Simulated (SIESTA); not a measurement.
Runs of SIESTA 5.4.2 on Sn. The structure is tetragonal, space group I4_1/amd (No. 141). Conventional cell: a = 5.880 Å, b = 5.880 Å, c = 3.199 Å, α = 90.00°, β = 90.00°, γ = 90.00°. Sn (site symmetry -4m2) has 6 Sn at 3.05 to 3.20 Å as nearest neighbours. 

```tsv
task	level	potentials or basis	cell	force tolerance	energy shift	gap on the mesh (eV)	pressure (GPa)	V0 of scaled cells (Å³/atom)	B0 (GPa)
equation of state	PBE	PseudoDojo 0.4 standard (PBE files), TZDP (energy shift 0.003 Ry; two zetas on semicore shells)	as given	-	0.003 Ry	-	-	28.74	(a)
single point	PBE	PseudoDojo 0.4 standard (PBE files), DZP (energy shift 0.002 Ry)	as given	-	0.002 Ry	none	(b)	-	-
equation of state	LDA	PseudoDojo 0.4 standard (LDA files), DZP (energy shift 0.003 Ry; two zetas on semicore shells)	as given	-	0.003 Ry	-	-	26.59	58
equation of state	PBE	PseudoDojo 0.4 standard (PBE files), TZDP (energy shift 0.002 Ry)	as given	-	0.002 Ry	-	-	28.55	46
relaxation of cell and atoms	PBE	PseudoDojo 0.4 standard (PBE files), DZP (energy shift 0.003 Ry; two zetas on semicore shells)	relaxed	0.01 eV/Å	0.003 Ry	none	0.0	-	-
```

Alike in all rows: no spin polarisation; k mesh 9 × 9 × 9; smearing fermi-dirac 0.05 eV; grid cutoff 500 Ry.

Task: Fill in the values left out.

Result: (a) 44; (b) 2.6.

Caveats: the basis of atomic orbitals isn't converged, which shifts pressures, moduli and gaps; the cell was scaled at fixed shape and fractional positions, which overstates the stiffness of a crystal with free parameters, most of all of layers and chains (some runs); semicore shells carry a single zeta, which can move pressures by several GPa and volumes by a few percent (some runs).

A k mesh can miss the band edges, and the runs leave out spin-orbit coupling on Sn.

A gap of «none» marks a metal or a gap under the smearing width.

Not every run made on this cell is shown here.
